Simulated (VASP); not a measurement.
# AlN (P6_3mc) in VASP: a series of runs

One crystal, AlN, is run at these levels: LDA; tasks: relaxation of shape and atoms at fixed volume.

Program: VASP 6.6.1. These are calculated values, not measurements. Logs are shortened: lines on timing, memory, paths and dates and some standing lists are left out, and cuts for length are marked.

## Step 1: The undisturbed crystal

The structure is hexagonal, space group P6_3mc (No. 186). The conventional cell has a = 3.113 Å, b = 3.113 Å, c = 4.981 Å, α = 90.00°, β = 90.00°, γ = 120.00°. Al (site symmetry 3m) has 4 N at 1.89 Å as nearest neighbours. N (site symmetry 3m) is surrounded by 4 Al at 1.89 Å.

## Step 2: Relaxation of shape and atoms at fixed volume, LDA (a relaxed cell with its volume scaled by 1.03)

Contents of INCAR:

```
PREC = Accurate ; ENCUT = 520
EDIFF = 1E-7 ; ISMEAR = 0
SIGMA = 0.02 ; LREAL = F
LASPH = T ; NELM = 80
ALGO = Normal ; ISIF = 4
LWAVE = F ; LCHARG = F
IBRION = 2 ; NSW = 80
EDIFFG = -0.002
```

Contents of KPOINTS:

```
regular mesh
0
Gamma
  12 12 6
```

Contents of POSCAR:

```
AlN                                     
1.0
    3.1224320243      0.0000000000      0.0000000000
   -1.5612160122      2.7041054527      0.0000000000
    0.0000000000      0.0000000000      4.9974307091
  Al              N             
     2     2
Direct
     0.3333333300000021    0.6666666699999979    0.9990168631311178
     0.6666666699999979    0.3333333300000021    0.4990168631311178
     0.3333333300000021    0.6666666699999979    0.3809831368688847
     0.6666666699999979    0.3333333300000021    0.8809831368688847
```

Potentials or basis: VASP PAW LDA potentials, release 64 (Al, N).

On the command line:

```console
$ cat potpaw_LDA.64/Al/POTCAR potpaw_LDA.64/N/POTCAR > POTCAR
$ mpirun -np 1 vasp_std > vasp.out
```

OUTCAR:

```text
PREC = Accurate
   ENCUT = 520
   EDIFF = 1E-7
   ISMEAR = 0
   LREAL = F
   LASPH = T
   NELM = 80
   ISIF = 4
   IBRION = 2
   NSW = 80
   EDIFFG = -0.002

 ion  position               nearest neighbor table
   1  0.333  0.667  0.999-   4 1.90   4 1.90   4 1.90   3 1.91   2 3.08   2 3.08   2 3.08   2 3.08
                             2 3.08   2 3.08
   2  0.667  0.333  0.499-   3 1.90   3 1.90   3 1.90   4 1.91   1 3.08   1 3.08   1 3.08   1 3.08
                             1 3.08   1 3.08
   3  0.333  0.667  0.381-   2 1.90   2 1.90   2 1.90   1 1.91
   4  0.667  0.333  0.881-   1 1.90   1 1.90   1 1.90   2 1.91

  LATTYP: Found a hexagonal cell.
 ALAT       =     3.1224320243
 C/A-ratio  =     1.6004930356

  Lattice vectors:

 A1 = (   3.1224320243,   0.0000000000,   0.0000000000)
 A2 = (  -1.5612160122,   2.7041054527,   0.0000000000)
 A3 = (   0.0000000000,   0.0000000000,   4.9974307091)

Analysis of symmetry for initial positions (statically):
=====================================================================
 Subroutine PRICEL returns:
 Original cell was already a primitive cell.

 Routine SETGRP: Setting up the symmetry group for a
 hexagonal supercell.

 Subroutine GETGRP returns: Found 12 space group operations
 (whereof  6 operations were pure point group operations)
 out of a pool of 24 trial point group operations.

The static configuration has the point symmetry C_3v.
 The point group associated with its full space group is C_6v.

Analysis of symmetry for dynamics (positions and initial velocities):
=====================================================================
 Subroutine PRICEL returns:
 Original cell was already a primitive cell.

 Routine SETGRP: Setting up the symmetry group for a
 hexagonal supercell.

 Subroutine GETGRP returns: Found 12 space group operations
 (whereof  6 operations were pure point group operations)
 out of a pool of 24 trial point group operations.

The dynamic configuration has the point symmetry C_3v.
 The point group associated with its full space group is C_6v.

 Subroutine INISYM returns: Found 12 space group operations
 (whereof  6 operations are pure point group operations),
 and found     1 'primitive' translations

----------------------------------------------------------------------------------------

                                     Primitive cell

  volume of cell :      42.1952

  direct lattice vectors                    reciprocal lattice vectors
     3.122432024  0.000000000  0.000000000     0.320263177  0.184904032  0.000000000
    -1.561216012  2.704105453  0.000000000     0.000000000  0.369808063  0.000000000
     0.000000000  0.000000000  4.997430709     0.000000000  0.000000000  0.200102824

  length of vectors
     3.122432024  3.122432023  4.997430709     0.369808063  0.369808063  0.200102824

  position of ions in fractional coordinates (direct lattice)
     0.333333330  0.666666670  0.999016863
     0.666666670  0.333333330  0.499016863
     0.333333330  0.666666670  0.380983137
     0.666666670  0.333333330  0.880983137

  ion indices of the primitive-cell ions
   primitive index   ion index
                 1           1
                 2           2
                 3           3
                 4           4

----------------------------------------------------------------------------------------

 KPOINTS: regular mesh

Automatic generation of k-mesh.
 Grid dimensions read from file:
 generate k-points for:   12   12    6

 Generating k-lattice:

  Cartesian coordinates                     Fractional coordinates (reciprocal lattice)
     0.026688598  0.015408669  0.000000000     0.083333333 -0.000000000  0.000000000
     0.000000000  0.030817339  0.000000000     0.000000000  0.083333333  0.000000000
     0.000000000  0.000000000  0.033350471     0.000000000  0.000000000  0.166666667

  Length of vectors
     0.030817339  0.030817339  0.033350471

  Shift w.r.t. Gamma in fractional coordinates (k-lattice)
     0.000000000  0.000000000  0.000000000

 Subroutine IBZKPT returns following result:
 ===========================================

 Found     76 irreducible k-points:

 Following reciprocal coordinates:
            Coordinates               Weight
  0.000000  0.000000  0.000000      1.000000
  0.083333  0.000000  0.000000      6.000000
  0.166667 -0.000000  0.000000      6.000000
  0.250000 -0.000000  0.000000      6.000000
  0.333333  0.000000  0.000000      6.000000
  0.416667  0.000000  0.000000      6.000000
[... 16 lines left out ...]
  0.250000 -0.000000  0.166667     12.000000
  0.333333  0.000000  0.166667     12.000000
 [... further k-points ...]
   k-points           NKPTS =     76   k-points in BZ     NKDIM =     76   number of bands    NBANDS=     12
   number of dos      NEDOS =    301   number of ions     NIONS =      4
   total plane-waves  NPLWV =  23040
   dimension x,y,z NGX =    24 NGY =   24 NGZ =   40
   dimension x,y,z NGXF=    48 NGYF=   48 NGZF=   80
   ions per type =               2   2
   NGX,Y,Z   is equivalent  to a cutoff of  12.78, 12.78, 13.31 a.u.
   NGXF,Y,Z  is equivalent  to a cutoff of  25.56, 25.56, 26.61 a.u.
 SYSTEM =  unknown system
   PREC   = accura    normal or accurate (medium, high low for compatibility)
   ISTART =      0    job   : 0-new  1-cont  2-samecut
   ICHARG =      2    charge: 1-file 2-atom 10-const
   ISPIN  =      1    spin polarized calculation?
   LNONCOLLINEAR =      F non collinear calculations
   LSORBIT =      F    spin-orbit coupling
   LASPH  =      T    aspherical Exc in radial PAW
   ENCUT  =  520.0 eV  38.22 Ry    6.18 a.u.   5.81  5.81  9.29*2*pi/ulx,y,z
   NELM   =     80;   NELMIN=  2; NELMDL= -5     # of ELM steps
   EDIFF  = 0.1E-06   stopping-criterion for ELM
   LREAL  =      F    real-space projection
   EDIFFG = -.2E-02   stopping-criterion for IOM
   NSW    =     80    number of steps for IOM
   IBRION =      2    ionic relax: 0-MD 1-quasi-New 2-CG
   NFREE  =      1    steps in history (QN), initial steepest desc. (CG)
   ISIF   =      4    stress and relaxation
   ISYM   =      2    0-nonsym 1-usesym 2-fastsym
   POTIM  = 0.5000    time-step for ionic-motion
   TEBEG  =    0.0;   TEEND  =   0.0 temperature during run
   PSTRESS=    0.0 pullay stress
   NELECT =      16.0000    total number of electrons
   NUPDOWN=      -1.0000    fix difference up-down
   EMIN   =  10.00;   EMAX   =-10.00  energy-range for DOS
   EFERMI =   0.00;   METHOD = LEGACY
   ISMEAR =     0;   SIGMA  =   0.02  broadening in eV -4-tet -1-fermi 0-gaus
   EFERMI_NEDOS =   21; number of points for ismear=-14 and -15
   IALGO  =     38    algorithm
   IMIX   =      4    mixing-type and parameters
     AMIX     =   0.40;   BMIX     =  1.00
     AMIX_MAG =   1.60;   BMIX_MAG =  1.00
  volume/ion in A,a.u.               =      10.55        71.19
  Fermi-wavevector in a.u.,A,eV,Ry     =   1.184933  2.239198 19.103472  1.404066
  Thomas-Fermi vector in A             =   2.321137
   LORBIT       =      0    0 simple, 1 ext, 2 COOP (PROOUT), +10 PAW based schemes
   GGA     = CA    functional components
   LHFCALC =     F    Hartree Fock is set to
   AEXX    =    0.0000 exact exchange contribution
   IVDW    =     0    specifies the selected vdW correction
   LEPSILON=     F    determine dielectric tensor
   LRPA    =     F    only Hartree local field effects (RPA)
 conjugate gradient relaxation of ions
 non-spin polarized calculation
 Gauss-broadening in eV      SIGMA  =   0.02
  energy-cutoff  :      520.00
  volume of cell :       42.20
 maximum number of plane-waves:      1152
 NGX is ok and might be reduce to    24
   NGX = 11   NGY = 11   NGZ = 19

--------------------------------------- Ionic step        1  -------------------------------------------

 number of electron      16.0000001 magnetization

 Free energy of the ion-electron system (eV)
  ---------------------------------------------------
  ext. energy  EPLUGINS =         0.00000000
  ---------------------------------------------------
  free energy    TOTEN  =       -32.81876672 eV

  energy without entropy =      -32.81876672  energy(sigma->0) =      -32.81876672

------------------------ aborting loop because EDIFF is reached ----------------------------------------

  FORCE on cell =-STRESS in cart. coord.  units (eV):
  Direction    XX          YY          ZZ          XY          YZ          ZX
  --------------------------------------------------------------------------------------
  -------------------------------------------------------------------------------------
  Total       -1.5969021     -1.5969021     -1.4850780      0.0000000      0.0000000      0.0000000
  in kB      -60.6352936    -60.6352935    -56.3892679      0.0000000      0.0000000      0.0000000
  external PRESSURE =     -59.2199516 kB  Pullay stress =       0.0000000 kB
[... 137 lines left out ...]
  energy  without entropy=      -32.8188696216  energy(sigma->0) =      -32.81886962

--------------------------------------- Ionic step        5  -------------------------------------------

 number of electron      16.0000001 magnetization

 Free energy of the ion-electron system (eV)
  ---------------------------------------------------
  ext. energy  EPLUGINS =         0.00000000
  ---------------------------------------------------
  free energy    TOTEN  =       -32.81887555 eV

  energy without entropy =      -32.81887555  energy(sigma->0) =      -32.81887555

 E-fermi :   5.9390     XC(G=0): -11.2012

 val. band max:        5.7827557576   @ k =   0.0000   0.0000   0.0000
 cond. band min:       9.9305866966   @ k =   0.0000   0.0000   0.0000
 fundamental gap:      4.1478309390
 Fermi energy:         5.9389701385

 k-point     1 :       0.0000    0.0000    0.0000
  band No.  band energies     occupation
      1      -9.1756      2.00000
      2      -6.9935      2.00000
      3      -0.2158      2.00000
      4       4.9355      2.00000
      5       4.9355      2.00000
      6       5.5838      2.00000
      7       5.5838      2.00000
      8       5.7828      2.00000
      9       9.9306      0.00000
     10      12.2628      0.00000
     11      16.1748      0.00000
     12      16.6806      0.00000
[... 331 lines left out ...]
 k-point    24 :       0.3333    0.0000    0.1667
  band No.  band energies     occupation
      1      -7.8315      2.00000
      2      -6.5711      2.00000
      3       0.8743      2.00000
      4       1.8520      2.00000
      5       2.4439      2.00000
      6       4.0227      2.00000
      7       4.9912      2.00000
      8       5.1341      2.00000
      9      11.4911      0.00000
     10      12.2757      0.00000
     11      14.0950      0.00000
     12      15.7198      0.00000

 [... further k-points ...]
[... 5 lines left out ...]
  --------------------------------------------------------------------------------------
  -------------------------------------------------------------------------------------
  Total       -1.5531088     -1.5531088     -1.5544777      0.0000000      0.0000000      0.0000000
  in kB      -58.9724365    -58.9724364    -59.0244128      0.0000000      0.0000000      0.0000000
  external PRESSURE =     -58.9897619 kB  Pullay stress =       0.0000000 kB
[... 19 lines left out ...]
  FREE ENERGIE OF THE ION-ELECTRON SYSTEM (eV)
  ---------------------------------------------------
  free  energy   TOTEN  =       -32.8188755466 eV

  energy  without entropy=      -32.8188755466  energy(sigma->0) =      -32.81887555

 reached required accuracy - stopping structural energy minimisation
```

It took 33 s on 1 thread of Intel Xeon Platinum 8488C (Sapphire Rapids), shared host; peak memory 0.16 GiB.

Results:

```yaml
Free_energy: -32.8189 eV
Energy_gained_by_relaxing: 0.0 meV/atom
Ionic_steps: 5
Pressure_after_relaxing: -5.9 GPa
Band_gap_on_the_k_mesh: 4.15 eV, direct
```

The path:
```csv
step,energy change (eV),largest force (eV/Å),pressure (GPa),volume (Å³)
1,0.0000,0.0126,-5.92,42.20
2,-0.0001,0.0124,-5.91,42.20
3,-0.0001,0.0122,-5.90,42.20
4,-0.0001,0.0085,-5.90,42.20
5,-0.0001,0.0004,-5.90,42.20
```

Final structure:
```
Al N
1.0
     3.12036    0.00000    0.00000
    -1.56018    2.70231    0.00000
     0.00000    0.00000    5.00408
Al N
2 2
Direct
  0.33333 0.66667 0.99930
  0.66667 0.33333 0.49930
  0.33333 0.66667 0.38070
  0.66667 0.33333 0.88070
```

Levels at points of the mesh, in eV from the valence-band top:
| k point | band 5 | band 6 | band 7 | band 8 | band 9 | band 10 | band 11 | band 12 |
| --- | --- | --- | --- | --- | --- | --- | --- | --- |
| (0.00, 0.00, 0.00) | -0.85 | -0.20 | -0.20 | 0.00 | 4.15 | 6.48 | 10.39 | 10.90 |
| (0.50, 0.00, 0.00) | -3.35 | -2.08 | -1.78 | -0.68 | 5.64 | 5.66 | 8.00 | 10.07 |
| (0.00, 0.00, 0.50) | -0.53 | -0.53 | -0.53 | -0.53 | 6.34 | 6.34 | 10.06 | 10.06 |
| (0.50, 0.00, 0.50) | -1.46 | -1.46 | -1.36 | -1.36 | 5.16 | 5.16 | 9.02 | 9.02 |

A k mesh can miss the band edges.

## Step 3: Relaxation of shape and atoms at fixed volume, LDA (a relaxed cell with its volume scaled by 0.94)

INCAR is that of step 2.

KPOINTS is that of step 2.

Edit POSCAR of step 2 so:

```diff
@@ -2,5 +2,5 @@
 1.0
-    3.1224320243      0.0000000000      0.0000000000
-   -1.5612160122      2.7041054527      0.0000000000
-    0.0000000000      0.0000000000      4.9974307091
+    3.0287019382      0.0000000000      0.0000000000
+   -1.5143509691      2.6229328171      0.0000000000
+    0.0000000000      0.0000000000      4.8474163591
   Al              N
```

Potentials or basis: VASP PAW LDA potentials, release 64 (Al, N).

On the command line:

```console
$ cat potpaw_LDA.64/Al/POTCAR potpaw_LDA.64/N/POTCAR > POTCAR
$ mpirun -np 1 vasp_std > vasp.out
```

OUTCAR:

```text
PREC = Accurate
   ENCUT = 520
   EDIFF = 1E-7
   ISMEAR = 0
   LREAL = F
   LASPH = T
   NELM = 80
   ISIF = 4
   IBRION = 2
   NSW = 80
   EDIFFG = -0.002

 ion  position               nearest neighbor table
   1  0.333  0.667  0.999-   4 1.84   4 1.84   4 1.84   3 1.85   2 2.99   2 2.99   2 2.99   2 2.99
                             2 2.99   2 2.99
   2  0.667  0.333  0.499-   3 1.84   3 1.84   3 1.84   4 1.85   1 2.99   1 2.99   1 2.99   1 2.99
                             1 2.99   1 2.99
   3  0.333  0.667  0.381-   2 1.84   2 1.84   2 1.84   1 1.85
   4  0.667  0.333  0.881-   1 1.84   1 1.84   1 1.84   2 1.85

  LATTYP: Found a hexagonal cell.
 ALAT       =     3.0287019382
 C/A-ratio  =     1.6004930356

  Lattice vectors:

 A1 = (   3.0287019382,   0.0000000000,   0.0000000000)
 A2 = (  -1.5143509691,   2.6229328171,   0.0000000000)
 A3 = (   0.0000000000,   0.0000000000,   4.8474163591)

[... 352 lines left out ...]

 k-point     1 :       0.0000    0.0000    0.0000
  band No.  band energies     occupation
      1      -8.8375      2.00000
      2      -6.3248      2.00000
      3       0.2985      2.00000
      4       5.7585      2.00000
      5       5.7585      2.00000
      6       6.4476      2.00000
      7       6.4476      2.00000
      8       6.7517      2.00000
      9      11.6737      0.00000
     10      13.9173      0.00000
     11      17.8952      0.00000
     12      18.1788      0.00000
[... 331 lines left out ...]
 k-point    24 :       0.3333    0.0000    0.1667
  band No.  band energies     occupation
      1      -7.3376      2.00000
      2      -5.8698      2.00000
      3       1.4675      2.00000
      4       2.5606      2.00000
      5       3.1763      2.00000
      6       4.7869      2.00000
      7       5.8868      2.00000
      8       6.0041      2.00000
      9      12.7836      0.00000
     10      13.5292      0.00000
     11      15.7615      0.00000
     12      17.3498      0.00000

 [... further k-points ...]
[... 5 lines left out ...]
  --------------------------------------------------------------------------------------
  -------------------------------------------------------------------------------------
  Total        3.5326907      3.5326907      3.5277789      0.0000000     -0.0000000      0.0000000
  in kB      146.9813276    146.9813273    146.7769707      0.0000000     -0.0000000      0.0000000
  external PRESSURE =     146.9132085 kB  Pullay stress =       0.0000000 kB
[... 19 lines left out ...]
  FREE ENERGIE OF THE ION-ELECTRON SYSTEM (eV)
  ---------------------------------------------------
  free  energy   TOTEN  =       -32.7327448778 eV

  energy  without entropy=      -32.7327448778  energy(sigma->0) =      -32.73274488

 reached required accuracy - stopping structural energy minimisation
```

CONTCAR:

```text
AlN
   1.00000000000000
     3.0339505214902140    0.0000000000000000    0.0000000000000000
    -1.5169752607451070    2.6274782231381595   -0.0000000000000000
     0.0000000000000000   -0.0000000000000000    4.8306592891405691
  Al              N
     2     2
Direct
     0.3333333300000021    0.6666666699999979    0.9982445354943730
     0.6666666699999979    0.3333333300000021    0.4982445354943729
     0.3333333300000021    0.6666666699999979    0.3817554645056297
     0.6666666699999979    0.3333333300000021    0.8817554645056296

  0.00000000E+00  0.00000000E+00  0.00000000E+00
  0.00000000E+00  0.00000000E+00  0.00000000E+00
  0.00000000E+00  0.00000000E+00  0.00000000E+00
  0.00000000E+00  0.00000000E+00  0.00000000E+00
```

It took 33 s on 1 thread of Intel Xeon Platinum 8488C (Sapphire Rapids), shared host; peak memory 0.15 GiB.

Results:

- Free energy: -32.7327 eV
- Energy gained by relaxing: 0.2 meV/atom
- Ionic steps: 5
- Pressure after relaxing: 14.7 GPa
- Band gap on the k mesh: 4.91 eV, indirect (least direct gap 4.92 eV)

Step by step:
```csv
step,energy change (eV),largest force (eV/Å),pressure (GPa),volume (Å³)
1,0.0000,0.0278,14.79,38.51
2,-0.0004,0.0364,14.74,38.51
3,-0.0005,0.0419,14.71,38.51
4,-0.0006,0.0355,14.67,38.51
5,-0.0006,0.0008,14.69,38.51
```

Final structure:
```
Al N
1.0
     3.03395    0.00000    0.00000
    -1.51698    2.62748    0.00000
     0.00000    0.00000    4.83066
Al N
2 2
Cartesian
  0.0000 1.7517 4.8222
  1.5170 0.8758 2.4068
  0.0000 1.7517 1.8441
  1.5170 0.8758 4.2595
```

## Step 4: Relaxation of shape and atoms at fixed volume, LDA (a relaxed cell with its volume scaled by 1.06)

INCAR is that of step 3.

KPOINTS is that of step 3.

Edit POSCAR of step 3 so:

```diff
@@ -2,5 +2,5 @@
 1.0
-    3.0287019382      0.0000000000      0.0000000000
-   -1.5143509691      2.6229328171      0.0000000000
-    0.0000000000      0.0000000000      4.8474163591
+    3.1524572511      0.0000000000      0.0000000000
+   -1.5762286255      2.7301080618      0.0000000000
+    0.0000000000      0.0000000000      5.0454858754
   Al              N
```

On the command line:

```console
$ cat potpaw_LDA.64/Al/POTCAR potpaw_LDA.64/N/POTCAR > POTCAR
$ mpirun -np 1 vasp_std > vasp.out
```

It took 36 s on 1 thread of Intel Xeon Platinum 8488C (Sapphire Rapids), shared host; peak memory 0.15 GiB.

The run converged. Its results:

```
Free energy               : -32.7543 eV
Energy gained by relaxing : 0.1 meV/atom
Ionic steps               : 5
Pressure after relaxing   : -11.0 GPa
Band gap on the k mesh    : 3.91 eV, direct
```

The path:
```
step  energy change (eV)  largest force (eV/Å)  pressure (GPa)  volume (Å³)
   1              0.0000                0.0233          -11.03        43.42
   2             -0.0003                0.0210          -11.00        43.42
   3             -0.0003                0.0199          -10.99        43.42
   4             -0.0004                0.0105          -10.99        43.42
   5             -0.0004                0.0005          -10.99        43.42
```

Final structure:
```
CELL_PARAMETERS angstrom
3.14869 0.00000 0.00000
-1.57434 2.72684 0.00000
0.00000 0.00000 5.05757
ATOMIC_POSITIONS crystal
Al 0.33333 0.66667 0.99951
Al 0.66667 0.33333 0.49951
N 0.33333 0.66667 0.38049
N 0.66667 0.33333 0.88049
```

Levels at points of the mesh, in eV from the valence-band top:
```tsv
k point	band 6	band 7	band 8	band 9	band 10	band 11
(0.00, 0.00, 0.00)	-0.18	-0.18	0.00	3.91	6.26	10.16
(0.50, 0.00, 0.00)	-2.02	-1.73	-0.66	5.56	5.59	7.77
(0.00, 0.00, 0.50)	-0.50	-0.50	-0.50	6.11	6.11	9.84
(0.50, 0.00, 0.50)	-1.42	-1.33	-1.33	5.07	5.07	8.86
```

(Continued in part 2 of 2.)
